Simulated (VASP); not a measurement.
## VASP 6.6.1 run: Ge

INCAR

```
IBRION = -1
LCHARG = .FALSE.
GGA = PE
PREC = Accurate
NELM = 56
EDIFF = 1E-7
ISIF = 2
LASPH = .TRUE.
NBANDS = 21
SIGMA = 0.02
LWAVE = .FALSE.
ISMEAR = -1
LREAL = .FALSE.
NSW = 0
ENCUT = 520
```

KPOINTS

```
KPOINTS created by Atomic Simulation Environment
0
Gamma
2 2 2
0 0 0
```

POSCAR

```
Ge
 1.0000000000000000
     0.0000000000000000    2.8368735120999999    2.7233985716000002
     2.8368735120999999    0.0000000000000000    2.7233985716000002
     2.8368735120999999    2.8368735120999999    0.0000000000000000
 Ge
   2
Cartesian
  0.0000000000000000  0.0000000000000000  0.0000000000000000
  1.4184367560500000  1.4184367560500000  1.3616992858000001
```

The recommended PBE PAW datasets give the neutral cell 28 valence electrons.

Command

```
mpirun -np 1 vasp_std
```

OSZICAR

```
N       E                     dE             d eps       ncg     rms          rms(c)
DAV:   1     0.190336453940E+03    0.19034E+03   -0.14921E+04   189   0.367E+03
DAV:   2     0.201660284740E+02   -0.17017E+03   -0.16570E+03   168   0.638E+02
DAV:   3    -0.534737624493E+01   -0.25513E+02   -0.25311E+02   178   0.140E+02
DAV:   4    -0.613936385842E+01   -0.79199E+00   -0.79041E+00   208   0.294E+01
DAV:   5    -0.615177766049E+01   -0.12414E-01   -0.12413E-01   178   0.394E+00    0.410E+00
DAV:   6    -0.600740027210E+01    0.14438E+00   -0.56200E-02   235   0.142E+00    0.242E+00
DAV:   7    -0.595753248838E+01    0.49868E-01   -0.12516E-01   197   0.239E+00    0.246E-01
DAV:   8    -0.596089112167E+01   -0.33586E-02   -0.66958E-03   208   0.716E-01    0.127E-01
DAV:   9    -0.596350856798E+01   -0.26174E-02   -0.19407E-03   192   0.274E-01    0.626E-02
DAV:  10    -0.596366572036E+01   -0.15715E-03   -0.13568E-04   251   0.190E-01    0.244E-02
DAV:  11    -0.596373496816E+01   -0.69248E-04   -0.11132E-04   226   0.115E-01    0.458E-03
DAV:  12    -0.596373547636E+01   -0.50820E-06   -0.41558E-06   208   0.248E-02    0.261E-03
DAV:  13    -0.596373567383E+01   -0.19747E-06   -0.34235E-07   182   0.104E-02    0.726E-04
DAV:  14    -0.596373563399E+01    0.39838E-07   -0.38835E-08   144   0.427E-03
   1 F= -.59637356E+01 E0= -.59582819E+01  d E =-.109075E-01
```

From OUTCAR

```
k-points           NKPTS =      4   k-points in BZ     NKDIM =      4   number of bands    NBANDS=     21

   NELECT =      28.0000    total number of electrons

   dimension x,y,z NGX =    30 NGY =   30 NGZ =   30
   dimension x,y,z NGXF=    60 NGYF=   60 NGZF=   60

  energy-cutoff  :      520.00
  volume of cell :       43.84
      direct lattice vectors                 reciprocal lattice vectors
     0.000000000  2.836873512  2.723398572    -0.176250368  0.176250368  0.183594133
     2.836873512  0.000000000  2.723398572     0.176250368 -0.176250368  0.183594133
     2.836873512  2.836873512  0.000000000     0.176250368  0.176250368 -0.183594133

 k-points in reciprocal lattice and weights: KPOINTS created by Atomic Simulation Env
   0.00000000  0.00000000  0.00000000       0.125
   0.50000000 -0.00000000  0.00000000       0.500
   0.50000000  0.50000000  0.00000000       0.125
   0.50000000  0.00000000  0.50000000       0.250

 E-fermi :   5.7541

 k-point     1 :       0.0000    0.0000    0.0000
  band No.  band energies     occupation
      1     -19.2095      2.00000
      2     -19.2095      2.00000
      3     -19.2063      2.00000
      4     -19.1826      2.00000
      5     -19.1675      2.00000
      6     -18.9550      2.00000
      7     -18.9550      2.00000
      8     -18.9453      2.00000
      9     -18.9216      2.00000
     10     -18.9126      2.00000
     11      -7.4849      2.00000
     12       5.4577      2.00000
     13       5.4577      2.00000
     14       5.7532      1.02289
     15       5.9028      0.00118
     16       7.8952      0.00000
     17       8.1121      0.00000
     18       8.1121      0.00000
     19      12.1580      0.00000
     20      14.5923      0.00000
     21      15.3378      0.00000

 k-point     2 :       0.5000   -0.0000    0.0000
  band No.  band energies     occupation
      1     -19.2374      2.00000
      2     -19.2331      2.00000
      3     -19.1926      2.00000
      4     -19.1364      2.00000
      5     -19.1206      2.00000
      6     -18.9969      2.00000
      7     -18.9675      2.00000
      8     -18.9631      2.00000
      9     -18.9101      2.00000
     10     -18.8871      2.00000
     11      -5.3038      2.00000
     12      -2.2207      2.00000
     13       3.8971      2.00000
     14       4.2555      2.00000
     15       5.7936      0.24398
     16       9.0988      0.00000
     17       9.3940      0.00000
     18      12.7348      0.00000
     19      16.2231      0.00000
     20      16.8946      0.00000
     21      16.9190      0.00000

 k-point     3 :       0.5000    0.5000    0.0000
  band No.  band energies     occupation
      1     -19.2417      2.00000
      2     -19.2417      2.00000
      3     -19.1471      2.00000
      4     -19.1471      2.00000
      5     -19.0362      2.00000
      6     -19.0362      2.00000
      7     -18.9964      2.00000
      8     -18.9964      2.00000
      9     -18.8977      2.00000
     10     -18.8977      2.00000
     11      -3.3242      2.00000
     12      -3.3242      2.00000
     13       2.1343      2.00000
     14       2.1343      2.00000
     15       5.9958      0.00001
     16       5.9958      0.00001
     17      15.3125      0.00000
     18      15.3125      0.00000
     19      17.6230      0.00000
     20      17.6230      0.00000
     21      18.4937      0.00000

 ...

  Total        3.7389310      3.7389310      3.5455763      0.0000000     -0.0000000      0.0000000
  in kB      136.6585734    136.6585734    129.5914267      0.0000000     -0.0000000      0.0000000
  external PRESSURE =     134.3028579 kB  Pullay stress =       0.0000000 kB

 POSITION                                       TOTAL-FORCE (eV/Angst)
 -----------------------------------------------------------------------------------
      0.00000      0.00000      0.00000         0.000000      0.000000     -0.000000
      1.41844      1.41844      1.36170         0.000000      0.000000      0.000000
 -----------------------------------------------------------------------------------
    total drift:                                0.000000      0.000000      0.000000

  FREE ENERGIE OF THE ION-ELECTRON SYSTEM (eV)
  ---------------------------------------------------
  free  energy   TOTEN  =        -5.9637356340 eV

  energy  without entropy=       -5.9528281693  energy(sigma->0) =       -5.95828190
```

It converged. Results: gap between bands v and c on the k mesh 0.04 eV; least direct gap on the k mesh 0.15 eV; pressure 13.4 GPa. Band v is the last that the valence electrons fill when counted band by band, and c is the next.

These settings aren't sound, so the numbers aren't properties of the crystal.

On sound settings PBE gives a gap of 0.05 eV on its mesh and a pressure of 6.1 GPa for the intended cell.

The run took about 7.2 s on one core of a shared host (Intel Xeon Platinum 8488C) and held 0.16 GiB at most.
